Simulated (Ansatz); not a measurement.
**K₂S, one cell by several methods**

```
CELL_PARAMETERS angstrom
0.00000 3.69550 3.69550
3.69550 0.00000 3.69550
3.69550 3.69550 0.00000
ATOMIC_POSITIONS crystal
K 0.25000 0.25000 0.25000
K 0.75000 0.75000 0.75000
S 0.00000 0.00000 0.00000
```

Atoms are numbered in the order listed.

The cell is COD entry 1011375, as deposited and not checked against the literature; nothing was relaxed.

Levels of theory: DFT, PBE, PAW with Ansatz's default frozen-core files, scalar-relativistic (Ansatz 0.2.0); DFT, PBE, all-electron LAPW, scalar-relativistic (Ansatz 0.2.0).

For PAW: a Γ-centred 7×7×7 k mesh, Fermi–Dirac smearing of 0.01 eV, cutoff 420 eV, no spin polarisation. LAPW targets a basis error of 0.5 meV/atom. The Ansatz runs share mesh, smearing and spin set-up. Plane-wave (PAW) pressures include the program's estimate of the Pulay term.

Stress and pressure are positive in compression.

Levels count from the top of the valence band.

| quantity | PAW | LAPW |
| --- | --- | --- |
| pressure (GPa) | 0.57 | 0.57 |
| band gap (eV) | 2.396 | 2.395 |
| highest filled level at Γ (eV) | -0.202 | -0.202 |
| lowest empty level at Γ (eV) | 2.396 | 2.395 |
| highest filled level at X (eV) | 0.000 | 0.000 |
| lowest empty level at X (eV) | 3.515 | 3.514 |
| highest filled level at K (eV) | -0.016 | -0.016 |
| lowest empty level at K (eV) | 3.738 | 3.737 |

PAW's pressure differs from the LAPW value by about 0.01 GPa or less.
